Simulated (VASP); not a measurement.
# La (P6_3/mmc) in VASP: further runs

The runs below take La through relaxation of cell and atoms, with PBE.

Everything below comes from runs of VASP 6.6.1. Logs are shortened: lines on timing, memory, paths and dates and some standing lists are left out, and cuts for length are marked.

**1. The crystal as given**

The structure is hexagonal, space group P6_3/mmc (No. 194). The conventional cell has a = 3.770 Å, b = 3.770 Å, c = 12.159 Å, α = 90.00°, β = 90.00°, γ = 120.00°. La (site symmetry -3m) is surrounded by 12 La at 3.74 to 3.77 Å. Around La (site symmetry -6m2) lie 12 La at 3.74 to 3.77 Å.

**2. Relaxation of cell and atoms, PBE**

Input file INCAR:

```
SYSTEM = La
PREC     = Accurate       ! precision mode
ENCUT    = 520            ! plane-wave cutoff, eV
EDIFF    = 1E-6           ! SCF threshold, eV
ISMEAR   = 0              ! smearing method
SIGMA    = 0.1            ! smearing width, eV
LREAL    = .False.        ! projectors in reciprocal space
LASPH    = .True.         ! aspherical terms in the spheres
NELM     = 120            ! most SCF steps
ALGO     = Normal         ! electronic algorithm
ISIF     = 3              ! what is computed and relaxed
LWAVE    = .False.        ! write WAVECAR
LCHARG   = .False.        ! write CHGCAR
GGA      = PE             ! functional
IBRION   = 2              ! ionic algorithm
NSW      = 90             ! ionic steps
EDIFFG   = -0.01          ! ionic threshold
KPAR     = 2
```

Input file KPOINTS:

```
regular mesh
0
Gamma
  11 11 3
  0 0 0
```

Input file POSCAR:

```
La
1.0
    3.7700000000      0.0000000000      0.0000000000
   -1.8850000000      3.2649157700      0.0000000000
    0.0000000000      0.0000000000     12.1590000000
La
4
Direct
    0.0000000000      0.0000000000      0.0000000000
    0.0000000000      0.0000000000      0.5000000000
    0.3333333300      0.6666666700      0.7500000000
    0.6666666700      0.3333333300      0.2500000000
```

Potentials or basis: VASP PAW PBE potentials, release 64 (La).

On the command line:

```
cat potpaw_PBE.64/La/POTCAR > POTCAR
mpirun -np 2 vasp_std > vasp.out
```

OUTCAR:

```text
SYSTEM = La
   PREC = Accurate
   ENCUT = 520
   EDIFF = 1E-6
   ISMEAR = 0
   LREAL = .False.
   LASPH = .True.
   NELM = 120
   ISIF = 3
   GGA = PE
   IBRION = 2
   NSW = 90
   EDIFFG = -0.01

 ion  position               nearest neighbor table
   1  0.000  0.000  0.000-
   2  0.000  0.000  0.500-
   3  0.333  0.667  0.750-
   4  0.667  0.333  0.250-

  LATTYP: Found a hexagonal cell.
 ALAT       =     3.7700000000
 C/A-ratio  =     3.2251989390

  Lattice vectors:

 A1 = (   3.7700000000,   0.0000000000,   0.0000000000)
 A2 = (  -1.8850000000,   3.2649157700,   0.0000000000)
 A3 = (   0.0000000000,   0.0000000000,  12.1590000000)

Analysis of symmetry for initial positions (statically):
=====================================================================
 Subroutine PRICEL returns:
 Original cell was already a primitive cell.

 Routine SETGRP: Setting up the symmetry group for a
 hexagonal supercell.

 Subroutine GETGRP returns: Found 24 space group operations
 (whereof 12 operations were pure point group operations)
 out of a pool of 24 trial point group operations.

The static configuration has the point symmetry D_3d.
 The point group associated with its full space group is D_6h.

Analysis of symmetry for dynamics (positions and initial velocities):
=====================================================================
 Subroutine PRICEL returns:
 Original cell was already a primitive cell.

 Routine SETGRP: Setting up the symmetry group for a
 hexagonal supercell.

 Subroutine GETGRP returns: Found 24 space group operations
 (whereof 12 operations were pure point group operations)
 out of a pool of 24 trial point group operations.

The dynamic configuration has the point symmetry D_3d.
 The point group associated with its full space group is D_6h.

 Subroutine INISYM returns: Found 24 space group operations
 (whereof 12 operations are pure point group operations),
 and found     1 'primitive' translations

----------------------------------------------------------------------------------------

                                     Primitive cell

  volume of cell :     149.6619

  direct lattice vectors                    reciprocal lattice vectors
     3.770000000  0.000000000  0.000000000     0.265251989  0.153143308  0.000000000
    -1.885000000  3.264915770  0.000000000     0.000000000  0.306286615  0.000000000
     0.000000000  0.000000000 12.159000000     0.000000000  0.000000000  0.082243606

  length of vectors
     3.770000000  3.769999998 12.159000000     0.306286615  0.306286615  0.082243606

  position of ions in fractional coordinates (direct lattice)
     0.000000000  0.000000000  0.000000000
     0.000000000  0.000000000  0.500000000
     0.333333330  0.666666670  0.750000000
     0.666666670  0.333333330  0.250000000

  ion indices of the primitive-cell ions
   primitive index   ion index
                 1           1
                 2           2
                 3           3
                 4           4

----------------------------------------------------------------------------------------

 KPOINTS: regular mesh

Automatic generation of k-mesh.
 Grid dimensions read from file:
 generate k-points for:   11   11    3

 Generating k-lattice:

  Cartesian coordinates                     Fractional coordinates (reciprocal lattice)
     0.024113817  0.013922119  0.000000000     0.090909091 -0.000000000  0.000000000
     0.000000000  0.027844238  0.000000000     0.000000000  0.090909091  0.000000000
     0.000000000  0.000000000  0.027414535     0.000000000  0.000000000  0.333333333

  Length of vectors
     0.027844238  0.027844238  0.027414535

  Shift w.r.t. Gamma in fractional coordinates (k-lattice)
     0.000000000  0.000000000  0.000000000

 Subroutine IBZKPT returns following result:
 ===========================================

 Found     32 irreducible k-points:

 Following reciprocal coordinates:
            Coordinates               Weight
  0.000000  0.000000  0.000000      1.000000
  0.090909  0.000000  0.000000      6.000000
  0.181818  0.000000  0.000000      6.000000
  0.272727  0.000000  0.000000      6.000000
  0.363636  0.000000  0.000000      6.000000
  0.454545  0.000000  0.000000      6.000000
[... 16 lines left out ...]
  0.090909  0.090909  0.333333     12.000000
  0.181818  0.090909  0.333333     24.000000
 [... further k-points ...]
   k-points           NKPTS =     32   k-points in BZ     NKDIM =     32   number of bands    NBANDS=     26
   number of dos      NEDOS =    301   number of ions     NIONS =      4
   total plane-waves  NPLWV =  70560
   dimension x,y,z NGX =    28 NGY =   28 NGZ =   90
   dimension x,y,z NGXF=    56 NGYF=   56 NGZF=  180
   ions per type =               4
   NGX,Y,Z   is equivalent  to a cutoff of  12.35, 12.35, 12.31 a.u.
   NGXF,Y,Z  is equivalent  to a cutoff of  24.69, 24.69, 24.61 a.u.
 SYSTEM =  La
   PREC   = accura    normal or accurate (medium, high low for compatibility)
   ISTART =      0    job   : 0-new  1-cont  2-samecut
   ICHARG =      2    charge: 1-file 2-atom 10-const
   ISPIN  =      1    spin polarized calculation?
   LNONCOLLINEAR =      F non collinear calculations
   LSORBIT =      F    spin-orbit coupling
   LASPH  =      T    aspherical Exc in radial PAW
   ENCUT  =  520.0 eV  38.22 Ry    6.18 a.u.   7.01  7.01 22.61*2*pi/ulx,y,z
   NELM   =    120;   NELMIN=  2; NELMDL= -5     # of ELM steps
   EDIFF  = 0.1E-05   stopping-criterion for ELM
   LREAL  =      F    real-space projection
   EDIFFG = -.1E-01   stopping-criterion for IOM
   NSW    =     90    number of steps for IOM
   IBRION =      2    ionic relax: 0-MD 1-quasi-New 2-CG
   NFREE  =      1    steps in history (QN), initial steepest desc. (CG)
   ISIF   =      3    stress and relaxation
   ISYM   =      2    0-nonsym 1-usesym 2-fastsym
   POTIM  = 0.5000    time-step for ionic-motion
   TEBEG  =    0.0;   TEEND  =   0.0 temperature during run
   PSTRESS=    0.0 pullay stress
   NELECT =      44.0000    total number of electrons
   NUPDOWN=      -1.0000    fix difference up-down
   EMIN   =  10.00;   EMAX   =-10.00  energy-range for DOS
   EFERMI =   0.00;   METHOD = LEGACY
   ISMEAR =     0;   SIGMA  =   0.10  broadening in eV -4-tet -1-fermi 0-gaus
   EFERMI_NEDOS =   21; number of points for ismear=-14 and -15
   IALGO  =     38    algorithm
   IMIX   =      4    mixing-type and parameters
     AMIX     =   0.40;   BMIX     =  1.00
     AMIX_MAG =   1.60;   BMIX_MAG =  1.00
  volume/ion in A,a.u.               =      37.42       252.49
  Fermi-wavevector in a.u.,A,eV,Ry     =   1.088567  2.057094 16.122618  1.184979
  Thomas-Fermi vector in A             =   2.224752
   LORBIT       =      0    0 simple, 1 ext, 2 COOP (PROOUT), +10 PAW based schemes
   GGA     = PE    functional components
   LHFCALC =     F    Hartree Fock is set to
   AEXX    =    0.0000 exact exchange contribution
   IVDW    =     0    specifies the selected vdW correction
   LEPSILON=     F    determine dielectric tensor
   LRPA    =     F    only Hartree local field effects (RPA)
 conjugate gradient relaxation of ions
 non-spin polarized calculation
 Gauss-broadening in eV      SIGMA  =   0.10
  energy-cutoff  :      520.00
  volume of cell :      149.66
 maximum number of plane-waves:      4051
 NGX is ok and might be reduce to    28
   NGX = 13   NGY = 13   NGZ = 45

--------------------------------------- Ionic step        1  -------------------------------------------

 number of electron      44.0000000 magnetization

 Free energy of the ion-electron system (eV)
  ---------------------------------------------------
  ext. energy  EPLUGINS =         0.00000000
  ---------------------------------------------------
  free energy    TOTEN  =       -19.56204638 eV

  energy without entropy =      -19.53099660  energy(sigma->0) =      -19.54652149

------------------------ aborting loop because EDIFF is reached ----------------------------------------

  FORCE on cell =-STRESS in cart. coord.  units (eV):
  Direction    XX          YY          ZZ          XY          YZ          ZX
  --------------------------------------------------------------------------------------
  -------------------------------------------------------------------------------------
  Total        0.0073155      0.0073155     -0.2591729      0.0000000      0.0000000     -0.0000000
  in kB        0.0783152      0.0783152     -2.7745275      0.0000000      0.0000000     -0.0000000
  external PRESSURE =      -0.8726324 kB  Pullay stress =       0.0000000 kB
[... 175 lines left out ...]
  energy  without entropy=      -19.5319637546  energy(sigma->0) =      -19.54734937

--------------------------------------- Ionic step        6  -------------------------------------------

 number of electron      43.9999998 magnetization

 Free energy of the ion-electron system (eV)
  ---------------------------------------------------
  ext. energy  EPLUGINS =         0.00000000
  ---------------------------------------------------
  free energy    TOTEN  =       -19.56276770 eV

  energy without entropy =      -19.53200908  energy(sigma->0) =      -19.54738839

 E-fermi :   7.8370     XC(G=0):  -9.5465

 val. band max:        7.8290700746   @ k =   0.3636   0.1818   0.0000
 cond. band min:       7.8505882592   @ k =   0.2727   0.0909   0.0000
 fundamental gap:      0.0215181845
 Fermi energy:         7.8370299270

 k-point     1 :       0.0000    0.0000    0.0000
  band No.  band energies     occupation
      1     -25.0484      2.00000
      2     -24.9470      2.00000
      3     -24.9465      2.00000
      4     -24.8416      2.00000
      5      -9.4392      2.00000
      6      -8.7785      2.00000
[... 685 lines left out ...]
     25       8.4130      0.00000
     26       8.4587      0.00000

 [... further k-points ...]

------------------------ aborting loop because EDIFF is reached ----------------------------------------

  FORCE on cell =-STRESS in cart. coord.  units (eV):
  Direction    XX          YY          ZZ          XY          YZ          ZX
  --------------------------------------------------------------------------------------
  -------------------------------------------------------------------------------------
  Total       -0.0000610     -0.0000610     -0.0120633      0.0000000      0.0000000      0.0000000
  in kB       -0.0006558     -0.0006558     -0.1296279      0.0000000      0.0000000      0.0000000
  external PRESSURE =      -0.0436465 kB  Pullay stress =       0.0000000 kB
[... 19 lines left out ...]
  FREE ENERGIE OF THE ION-ELECTRON SYSTEM (eV)
  ---------------------------------------------------
  free  energy   TOTEN  =       -19.5627676955 eV

  energy  without entropy=      -19.5320090769  energy(sigma->0) =      -19.54738839

 reached required accuracy - stopping structural energy minimisation
```

Wall time 4.6 min (2 MPI ranks of Intel Xeon Platinum 8488C (Sapphire Rapids), shared host); peak memory 0.3 GiB.

Results:

| Property | Result |
| --- | --- |
| Free energy | -19.5628 eV |
| Relaxed volume | 37.28 Å³/atom |
| Relaxed cell | a = 3.773 Å, b = 3.773 Å, c = 12.095 Å, α = 90.00°, β = 90.00°, γ = 120.00° |
| Space group after relaxing (to 0.05 Å) | P6_3/mmc (No. 194) |
| Energy gained by relaxing | 0.2 meV/atom |
| Ionic steps | 6 |
| Pressure after relaxing | 0.0 GPa |
| Band gap on the k mesh | none (metal or under the smearing width) |

Step by step:
| step | energy change (eV) | largest force (eV/Å) | pressure (GPa) | volume (Å³) |
| --- | --- | --- | --- | --- |
| 1 | 0.0000 | 0.0000 | -0.09 | 149.66 |
| 2 | -0.0006 | 0.0000 | -0.02 | 149.22 |
| 3 | -0.0007 | 0.0000 | 0.02 | 149.00 |
| 4 | -0.0007 | 0.0000 | 0.04 | 148.93 |
| 5 | -0.0007 | 0.0000 | 0.03 | 148.95 |
| 6 | -0.0007 | 0.0000 | 0.00 | 149.10 |

Final structure:
```xyz
4
Lattice="3.7728 0.0000 0.0000 -1.8864 3.2673 0.0000 0.0000 0.0000 12.0954" Properties=species:S:1:pos:R:3 pbc="T T T"
La    0.0000    0.0000    0.0000
La    0.0000    0.0000    6.0477
La    0.0000    2.1782    9.0715
La    1.8864    1.0891    3.0238
```

The run has no spin-orbit coupling, so splittings on La are missing.

**3. Relaxation of cell and atoms, PBE**

This run uses another cell than the first one, of 37.28 Å³/atom, 0.996 times its volume.

INCAR, as its differences from that of step 2:

```diff
@@ -3,3 +3,3 @@
 ENCUT    = 520            ! plane-wave cutoff, eV
-EDIFF    = 1E-6           ! SCF threshold, eV
+EDIFF    = 1E-7           ! SCF threshold, eV
 ISMEAR   = 0              ! smearing method
@@ -15,4 +15,5 @@
 IBRION   = 2              ! ionic algorithm
-NSW      = 90             ! ionic steps
-EDIFFG   = -0.01          ! ionic threshold
+NSW      = 60             ! ionic steps
+EDIFFG   = -0.005         ! ionic threshold
+POTIM    = 0.3            ! step
 KPAR     = 2
```

KPOINTS is that of step 2.

Input file POSCAR:

```
La                                      
1.0
    3.7728006660      0.0000000000      0.0000000000
   -1.8864003330      3.2673412179     -0.0000000000
   -0.0000000000      0.0000000000     12.0953837409
  La            
     4
Direct
     0.0000000000000000    0.0000000000000000    0.0000000000000000
     0.0000000000000000    0.0000000000000000    0.5000000000000000
     0.3333333300000021    0.6666666699999979    0.7500000000000000
     0.6666666699999979    0.3333333300000021    0.2500000000000000
```

Potentials or basis: VASP PAW PBE potentials, release 64 (La).

On the command line:

```
cat potpaw_PBE.64/La/POTCAR > POTCAR
mpirun -np 2 vasp_std > vasp.out
```

Run time: 2.3 min. Hardware: 2 MPI ranks of Intel Xeon Platinum 8488C (Sapphire Rapids), shared host; peak memory 0.29 GiB.

It converged, with:

| Item | Value |
| --- | --- |
| Free energy | -19.5627 eV |
| Pressure after relaxing | 0.0 GPa |
| Band gap on the k mesh | none (metal or under the smearing width) |

Final structure:
```
La
1.0
     3.77280    0.00000    0.00000
    -1.88640    3.26734    0.00000
     0.00000    0.00000   12.09538
La
4
Direct
  0.00000 0.00000 0.00000
  0.00000 0.00000 0.50000
  0.33333 0.66667 0.75000
  0.66667 0.33333 0.25000
```

Levels at points of the mesh, in eV from the Fermi level:
```csv
k point,band 20,band 21,band 22,band 23,band 24,band 25
"(0.00, 0.00, 0.00)",-1.75,0.50,0.63,1.24,1.25,1.29
```

Caveat: the relaxation stopped at its first step, so nothing moved.
